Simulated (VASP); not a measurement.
**HgS: single point with PBE**

Crystal: HgS.

```
CELL_PARAMETERS angstrom
0.00000 2.92585 2.92585
2.92585 0.00000 2.92585
2.92585 2.92585 0.00000
ATOMIC_POSITIONS crystal
Hg 0.00000 0.00000 0.00000
S 0.75000 0.75000 0.75000
```

Measurements of this composition are mostly on another form, of space group No. 152.

- Program: VASP 6.6.1
- Task: single point
- Functional: PBE
- Potentials or basis: VASP PAW PBE potentials, release 64 (Hg, S)
- Cutoff: 520 eV
- k mesh: 8 × 8 × 8
- Occupations: gaussian, width 0.025 eV
- Spin: no spin polarisation
- Further INCAR settings: ALGO = Normal; EDIFF = 1e-06

```yaml
Pressure: 4.7 GPa
Band_gap_on_the_k_mesh: none (metal or under the smearing width)
```

Levels at points of the mesh, in eV from the Fermi level:
```tsv
k point	band 6	band 7	band 8	band 9	band 10	band 11	band 12	band 13
(0.00, 0.00, 0.00)	-6.20	-0.45	-0.01	-0.01	-0.01	6.02	6.02	6.02
(0.50, 0.00, 0.00)	-5.80	-5.53	-0.99	-0.99	1.60	6.76	6.76	6.94
(0.50, 0.50, 0.00)	-5.77	-4.88	-2.35	-2.35	3.22	3.42	8.55	10.26
```

Wall time 12 s on 1 thread of Intel(R) Xeon(R) 6975P-C (Granite Rapids), on a shared host, peak memory 0.18 GiB.

The run has no spin-orbit coupling, so splittings on Hg are missing.
